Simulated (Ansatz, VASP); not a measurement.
TiO2 (e600): VASP beside Ansatz

File INCAR:

```
PREC = Accurate ; ENCUT = 520
EDIFF = 1E-7 ; ISMEAR = 0
SIGMA = 0.02 ; LREAL = F
LASPH = T ; NELM = 100
ALGO = Normal ; ISIF = 2
LWAVE = F ; LCHARG = T
GGA = PS ; LELF = T
LVHAR = T ; NBANDS = 33
```

KPOINTS

```
regular mesh
0
Gamma
  6 6 10
```

Contents of POSCAR:

```
TiO2
1.0
    4.5915991500      0.0000000000      0.0000000000
    0.0000000000      4.5915991500      0.0000000000
    0.0000000000      0.0000000000      2.9390735211
Ti O
2 4
Direct
    0.0000000000      0.0000000000      0.0000000000
    0.5000000000      0.5000000000      0.5000000000
    0.3044221961      0.3044221961      0.0000000000
    0.1955778039      0.8044221961      0.5000000000
    0.6955778039      0.6955778039      0.0000000000
    0.8044221961      0.1955778039      0.5000000000
```

Input for Ansatz:

```yaml
crystal:
  lattice:
    - [4.59159915, 0.0, 0.0]
    - [0.0, 4.59159915, 0.0]
    - [0.0, 0.0, 2.9390735211]
  atoms:
    - { symbol: Ti, position: [0.0, 0.0, 0.0] }
    - { symbol: Ti, position: [0.5, 0.5, 0.5] }
    - { symbol: O, position: [0.3044221961, 0.3044221961, 0.0] }
    - { symbol: O, position: [0.1955778039, 0.8044221961, 0.5] }
    - { symbol: O, position: [0.6955778039, 0.6955778039, 0.0] }
    - { symbol: O, position: [0.8044221961, 0.1955778039, 0.5] }
basis:
  ecutwfc: 600.0
kpoints:
  mp_grid: { grid: [6, 6, 10] }
hamiltonian:
  xc: pbesol
  pseudopotentials: { kind: paw, azcp: { folder: soft_1 } }
scf:
  occupations: { method: gaussian, width: 0.02 }
output:
  forces: true
  stress: true
  eigenvalues: true
```

Alike in both runs: task single point; functional PBEsol; k mesh 6 × 6 × 10; occupations gaussian, width 0.02 eV; no spin polarisation.

```csv
,VASP,Ansatz
version,VASP 6.6.1,Ansatz 0.2.0
potentials or method,"VASP PAW PBE potentials, release 64 (Ti_sv, O)","scalar-relativistic, plane waves, PAW"
plane-wave cutoff (eV),520,600
valence electrons in the cell,48,48
```

VASP gave:

- gap on the k mesh at the Fermi level (eV): 1.84
- least direct gap on the mesh (eV): 1.84
- pressure (GPa): 0.6
- largest component of the traceless stress (GPa): 0.20
- rms of the force components (eV/Å): 0.010

Question: Estimate Ansatz's values.

Answer: gap on the k mesh at the Fermi level (eV): 1.87; least direct gap on the mesh (eV): 1.87; pressure (GPa): 0.0; largest component of the traceless stress (GPa): 0.00; rms of the force components (eV/Å): 0.000.

Atom by atom the forces differ by 0.010 eV/Å (rms over components). The functional is the same, so the differences come from potentials, cutoffs and numerics. Ansatz warned: «pseudo_functional_mismatch».

Caveats: the PAW data sets were made with another functional, which shifts forces and pressure a little (VASP). A k mesh can miss the band edges. Expect the measured gap to be larger: semilocal functionals such as PBEsol lack the derivative discontinuity.
